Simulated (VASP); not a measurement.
# SnO (Pmn2_1) in VASP: further runs

Runs on SnO. Level: LDA. Tasks: single point.

Program: VASP 6.6.1. These are calculated values, not measurements. Logs are shortened: lines on timing, memory, paths and dates and some standing lists are left out, and cuts for length are marked.

### Step 1. The structure

It takes space group Pmn2_1 (No. 31, orthorhombic). Conventional cell: a = 3.303 Å, b = 5.700 Å, c = 3.670 Å, α = 90.00°, β = 90.00°, γ = 90.00°. Sn (site symmetry m) is surrounded by 3 O at 2.12 to 2.14 Å. O (site symmetry m) is surrounded by 3 Sn at 2.12 to 2.14 Å.

The cell comes from a database or a generator and needn't be the stable form of this composition.

### Step 2. Single point, LDA

Input file INCAR:

```
ALGO = Normal
EDIFF = 1E-6
ENCUT = 520
ISIF = 2
ISMEAR = 0
LASPH = True
LCHARG = False
LREAL = False
LWAVE = False
NBANDS = 28
NELM = 100
PREC = Accurate
SIGMA = 0.01
```

Input file KPOINTS:

```
k-points
0
Gamma
  5 3 4
```

Input file POSCAR:

```
SnO
1.0
    3.3033828243      0.0000000000      0.0000000000
    0.0000000000      5.7003473745      0.0000000000
    0.0000000000      0.0000000000      3.6704338946
Sn O
2 2
Direct
    0.0000000000      0.2354101317      0.5358131352
    0.5000000000      0.7645898683      0.0358131352
    0.0000000000      0.8820595611      0.7141868648
    0.5000000000      0.1179404389      0.2141868648
```

Potentials or basis: VASP PAW LDA potentials, release 64 (Sn_d, O).

The run is started by

```bash
cat potpaw_LDA.64/Sn_d/POTCAR potpaw_LDA.64/O/POTCAR > POTCAR
mpirun -np 1 vasp_std > vasp.out
```

OUTCAR:

```text
EDIFF = 1E-6
   ENCUT = 520
   ISIF = 2
   ISMEAR = 0
   LASPH = True
   LREAL = False
   NELM = 100
   PREC = Accurate

 ion  position               nearest neighbor table
   1  0.000  0.235  0.536-   3 2.12   4 2.14   4 2.14   2 3.65   2 3.65   2 3.65   2 3.65
   2  0.500  0.765  0.036-   4 2.12   3 2.14   3 2.14   1 3.65   1 3.65   1 3.65   1 3.65
   3  0.000  0.882  0.714-   1 2.12   2 2.14   2 2.14
   4  0.500  0.118  0.214-   2 2.12   1 2.14   1 2.14

  LATTYP: Found a simple orthorhombic cell.
 ALAT       =     3.3033828243
 B/A-ratio  =     1.1111136946
 C/A-ratio  =     1.7256090734

  Lattice vectors:

 A1 = (  -3.3033828243,   0.0000000000,   0.0000000000)
 A2 = (   0.0000000000,   0.0000000000,   3.6704338946)
 A3 = (   0.0000000000,   5.7003473745,   0.0000000000)

Analysis of symmetry for initial positions (statically):
=====================================================================
 Subroutine PRICEL returns:
 Original cell was already a primitive cell.

 Routine SETGRP: Setting up the symmetry group for a
 simple orthorhombic supercell.

 Subroutine GETGRP returns: Found  4 space group operations
 (whereof  2 operations were pure point group operations)
 out of a pool of  8 trial point group operations.

The static configuration has the point symmetry C_1h.
 The point group associated with its full space group is C_2v.

Analysis of symmetry for dynamics (positions and initial velocities):
=====================================================================
 Subroutine PRICEL returns:
 Original cell was already a primitive cell.

 Routine SETGRP: Setting up the symmetry group for a
 simple orthorhombic supercell.

 Subroutine GETGRP returns: Found  4 space group operations
 (whereof  2 operations were pure point group operations)
 out of a pool of  8 trial point group operations.

The dynamic configuration has the point symmetry C_1h.
 The point group associated with its full space group is C_2v.

 Subroutine INISYM returns: Found  4 space group operations
 (whereof  2 operations are pure point group operations),
 and found     1 'primitive' translations

----------------------------------------------------------------------------------------

                                     Primitive cell

  volume of cell :      69.1158

  direct lattice vectors                    reciprocal lattice vectors
     3.303382824  0.000000000  0.000000000     0.302719985  0.000000000  0.000000000
     0.000000000  5.700347374  0.000000000     0.000000000  0.175427905  0.000000000
     0.000000000  0.000000000  3.670433895     0.000000000  0.000000000  0.272447353

  length of vectors
     3.303382824  5.700347374  3.670433895     0.302719985  0.175427905  0.272447353

  position of ions in fractional coordinates (direct lattice)
     0.000000000  0.235410132  0.535813135
     0.500000000  0.764589868  0.035813135
     0.000000000  0.882059561  0.714186865
     0.500000000  0.117940439  0.214186865

  ion indices of the primitive-cell ions
   primitive index   ion index
                 1           1
                 2           2
                 3           3
                 4           4

----------------------------------------------------------------------------------------

 KPOINTS: k-points

Automatic generation of k-mesh.
 Grid dimensions read from file:
 generate k-points for:    5    3    4

 Generating k-lattice:

  Cartesian coordinates                     Fractional coordinates (reciprocal lattice)
     0.060543997  0.000000000  0.000000000     0.200000000  0.000000000  0.000000000
     0.000000000  0.058475968  0.000000000     0.000000000  0.333333333  0.000000000
     0.000000000  0.000000000  0.068111838     0.000000000  0.000000000  0.250000000

  Length of vectors
     0.060543997  0.058475968  0.068111838

  Shift w.r.t. Gamma in fractional coordinates (k-lattice)
     0.000000000  0.000000000  0.000000000

 Subroutine IBZKPT returns following result:
 ===========================================

 Found     18 irreducible k-points:

 Following reciprocal coordinates:
            Coordinates               Weight
  0.000000  0.000000  0.000000      1.000000
  0.200000  0.000000  0.000000      2.000000
  0.400000  0.000000  0.000000      2.000000
  0.000000  0.333333  0.000000      2.000000
  0.200000  0.333333  0.000000      4.000000
  0.400000  0.333333  0.000000      4.000000
[... 10 lines left out ...]
  0.200000  0.333333  0.500000      4.000000
  0.400000  0.333333  0.500000      4.000000
   k-points           NKPTS =     18   k-points in BZ     NKDIM =     18   number of bands    NBANDS=     28
   number of dos      NEDOS =    301   number of ions     NIONS =      4
   total plane-waves  NPLWV =  32928
   dimension x,y,z NGX =    28 NGY =   42 NGZ =   28
   dimension x,y,z NGXF=    56 NGYF=   84 NGZF=   56
   ions per type =               2   2
   NGX,Y,Z   is equivalent  to a cutoff of  14.09, 12.25, 12.68 a.u.
   NGXF,Y,Z  is equivalent  to a cutoff of  28.18, 24.50, 25.36 a.u.
 SYSTEM =  unknown system
   PREC   = accura    normal or accurate (medium, high low for compatibility)
   ISTART =      0    job   : 0-new  1-cont  2-samecut
   ICHARG =      2    charge: 1-file 2-atom 10-const
   ISPIN  =      1    spin polarized calculation?
   LNONCOLLINEAR =      F non collinear calculations
   LSORBIT =      F    spin-orbit coupling
   LASPH  =      T    aspherical Exc in radial PAW
   ENCUT  =  520.0 eV  38.22 Ry    6.18 a.u.   6.14 10.60  6.82*2*pi/ulx,y,z
   NELM   =    100;   NELMIN=  2; NELMDL= -5     # of ELM steps
   EDIFF  = 0.1E-05   stopping-criterion for ELM
   LREAL  =      F    real-space projection
   EDIFFG = 0.1E-04   stopping-criterion for IOM
   NSW    =      0    number of steps for IOM
   IBRION =     -1    ionic relax: 0-MD 1-quasi-New 2-CG
   NFREE  =      0    steps in history (QN), initial steepest desc. (CG)
   ISIF   =      2    stress and relaxation
   ISYM   =      2    0-nonsym 1-usesym 2-fastsym
   POTIM  = 0.5000    time-step for ionic-motion
   TEBEG  =    0.0;   TEEND  =   0.0 temperature during run
   PSTRESS=    0.0 pullay stress
   NELECT =      40.0000    total number of electrons
   NUPDOWN=      -1.0000    fix difference up-down
   EMIN   =  10.00;   EMAX   =-10.00  energy-range for DOS
   EFERMI =   0.00;   METHOD = LEGACY
   ISMEAR =     0;   SIGMA  =   0.01  broadening in eV -4-tet -1-fermi 0-gaus
   EFERMI_NEDOS =   21; number of points for ismear=-14 and -15
   IALGO  =     38    algorithm
   IMIX   =      4    mixing-type and parameters
     AMIX     =   0.40;   BMIX     =  1.00
     AMIX_MAG =   1.60;   BMIX_MAG =  1.00
  volume/ion in A,a.u.               =      17.28       116.60
  Fermi-wavevector in a.u.,A,eV,Ry     =   1.364276  2.578108 25.323835  1.861249
  Thomas-Fermi vector in A             =   2.490606
   LORBIT       =      0    0 simple, 1 ext, 2 COOP (PROOUT), +10 PAW based schemes
   GGA     = CA    functional components
   LHFCALC =     F    Hartree Fock is set to
   AEXX    =    0.0000 exact exchange contribution
   IVDW    =     0    specifies the selected vdW correction
   LEPSILON=     F    determine dielectric tensor
   LRPA    =     F    only Hartree local field effects (RPA)
 non-spin polarized calculation
 Gauss-broadening in eV      SIGMA  =   0.01
  energy-cutoff  :      520.00
  volume of cell :       69.12
 maximum number of plane-waves:      1884
 NGX is ok and might be reduce to    28
   NGX = 13   NGY = 21   NGZ = 13

 number of electron      39.9999997 magnetization

 Free energy of the ion-electron system (eV)
  ---------------------------------------------------
  ext. energy  EPLUGINS =         0.00000000
  ---------------------------------------------------
  free energy    TOTEN  =       -25.30208863 eV

  energy without entropy =      -25.30208863  energy(sigma->0) =      -25.30208863

 E-fermi :   6.3812     XC(G=0): -10.7734

 val. band max:        6.2683272400   @ k =   0.0000   0.0000   0.0000
 cond. band min:       7.7371982682   @ k =   0.4000   0.3333   0.0000
 fundamental gap:      1.4688710282
 Fermi energy:         6.3811911207

 k-point     1 :       0.0000    0.0000    0.0000
  band No.  band energies     occupation
      1     -15.0215      2.00000
      2     -14.6557      2.00000
      3     -14.5864      2.00000
      4     -14.5087      2.00000
      5     -14.4887      2.00000
      6     -14.4808      2.00000
[... 20 lines left out ...]
     27      15.4991      0.00000
     28      16.2140      0.00000

 k-point     2 :       0.2000    0.0000    0.0000
  band No.  band energies     occupation
      1     -15.0037      2.00000
      2     -14.6954      2.00000
      3     -14.5575      2.00000
      4     -14.5574      2.00000
      5     -14.5008      2.00000
      6     -14.4845      2.00000
[... 20 lines left out ...]
     27      15.6506      0.00000
     28      16.3859      0.00000

 k-point     3 :       0.4000    0.0000    0.0000
  band No.  band energies     occupation
      1     -14.9919      2.00000
      2     -14.9071      2.00000
      3     -14.5129      2.00000
      4     -14.5015      2.00000
      5     -14.5014      2.00000
      6     -14.4861      2.00000
[... 20 lines left out ...]
     27      16.2231      0.00000
     28      16.7186      0.00000

 k-point     4 :       0.0000    0.3333    0.0000
  band No.  band energies     occupation
      1     -15.0119      2.00000
      2     -14.6614      2.00000
      3     -14.5802      2.00000
      4     -14.5056      2.00000
      5     -14.4919      2.00000
      6     -14.4836      2.00000
[... 20 lines left out ...]
     27      15.8282      0.00000
     28      16.7789      0.00000

 k-point     5 :       0.2000    0.3333    0.0000
  band No.  band energies     occupation
      1     -14.9995      2.00000
      2     -14.6946      2.00000
      3     -14.5635      2.00000
      4     -14.5525      2.00000
      5     -14.4992      2.00000
      6     -14.4877      2.00000
[... 20 lines left out ...]
     27      15.9221      0.00000
     28      16.6741      0.00000

 k-point     6 :       0.4000    0.3333    0.0000
  band No.  band energies     occupation
      1     -14.9952      2.00000
      2     -14.9104      2.00000
      3     -14.5114      2.00000
      4     -14.5055      2.00000
      5     -14.5003      2.00000
      6     -14.4895      2.00000
[... 277 lines left out ...]
      5     -14.4303      2.00000
      6     -14.4303      2.00000
[... 20 lines left out ...]
     27      15.6292      0.00000
     28      15.6292      0.00000

 k-point    16 :       0.0000    0.3333    0.5000
  band No.  band energies     occupation
      1     -14.8829      2.00000
      2     -14.8829      2.00000
      3     -14.5240      2.00000
      4     -14.5240      2.00000
      5     -14.5155      2.00000
      6     -14.5155      2.00000
[... 20 lines left out ...]
     27      16.7727      0.00000
     28      16.7727      0.00000

 k-point    17 :       0.2000    0.3333    0.5000
  band No.  band energies     occupation
      1     -14.9196      2.00000
      2     -14.9196      2.00000
      3     -14.5442      2.00000
      4     -14.5442      2.00000
      5     -14.4823      2.00000
      6     -14.4823      2.00000
[... 20 lines left out ...]
     27      16.4231      0.00000
     28      16.4231      0.00000

 k-point    18 :       0.4000    0.3333    0.5000
  band No.  band energies     occupation
      1     -15.0265      2.00000
      2     -15.0265      2.00000
      3     -14.5345      2.00000
      4     -14.5345      2.00000
      5     -14.4343      2.00000
      6     -14.4343      2.00000
[... 20 lines left out ...]
     27      16.1277      0.00000
     28      16.1277      0.00000

------------------------ aborting loop because EDIFF is reached ----------------------------------------

  FORCE on cell =-STRESS in cart. coord.  units (eV):
  Direction    XX          YY          ZZ          XY          YZ          ZX
  --------------------------------------------------------------------------------------
  -------------------------------------------------------------------------------------
  Total        0.2078777      0.2224537      0.1203100      0.0000000      0.0000000      0.0000000
  in kB        4.8188205      5.1567083      2.7889112      0.0000000      0.0000000      0.0000000
  external PRESSURE =       4.2548133 kB  Pullay stress =       0.0000000 kB

 VOLUME and BASIS-vectors are now :
 -----------------------------------------------------------------------------
  energy-cutoff  :      520.00
  volume of cell :       69.12
      direct lattice vectors                 reciprocal lattice vectors
     3.303382824  0.000000000  0.000000000     0.302719985  0.000000000  0.000000000
     0.000000000  5.700347374  0.000000000     0.000000000  0.175427905  0.000000000
     0.000000000  0.000000000  3.670433895     0.000000000  0.000000000  0.272447353

 POSITION                                       TOTAL-FORCE (eV/Angst)
 -----------------------------------------------------------------------------------
      0.00000      1.34192      1.96667         0.000000      0.117095      0.037107
      1.65169      4.35843      0.13145         0.000000     -0.117095      0.037107
      0.00000      5.02805      2.62138         0.000000      0.001391     -0.037107
      1.65169      0.67230      0.78616         0.000000     -0.001391     -0.037107
 -----------------------------------------------------------------------------------
    total drift:                                0.000000      0.000000     -0.000608

  FREE ENERGIE OF THE ION-ELECTRON SYSTEM (eV)
  ---------------------------------------------------
  free  energy   TOTEN  =       -25.3020886274 eV

  energy  without entropy=      -25.3020886274  energy(sigma->0) =      -25.30208863
```

It took 40 s on 1 thread of AMD EPYC 7R13 (Zen 3), shared host; peak memory 0.13 GiB.

What came out:

```yaml
Free_energy: -25.3021 eV
Pressure: 0.4 GPa
Largest_force: 0.123 eV/Å
Band_gap_on_the_k_mesh: 1.47 eV, indirect (least direct gap 2.24 eV)
```

Forces in eV/Å, atoms in the order of the input:
```
Sn   0.000  0.117  0.037
Sn   0.000 -0.117  0.037
O    0.000  0.001 -0.037
O    0.000 -0.001 -0.037
```

Stress tensor (GPa, compression positive):
```
0.48 0.00 0.00
0.00 0.52 0.00
0.00 0.00 0.28
```

Caveat: the k mesh is coarse (spacing up to 0.43 Å⁻¹), so the values aren't converged; spin-orbit coupling is left out, which moves the levels of the heavy elements; an odd mesh through Γ misses points on the zone boundary, where band edges often lie. LDA gaps usually lie below the measured ones, often by a third to a half.

(Part 1 of 2 ends here.)
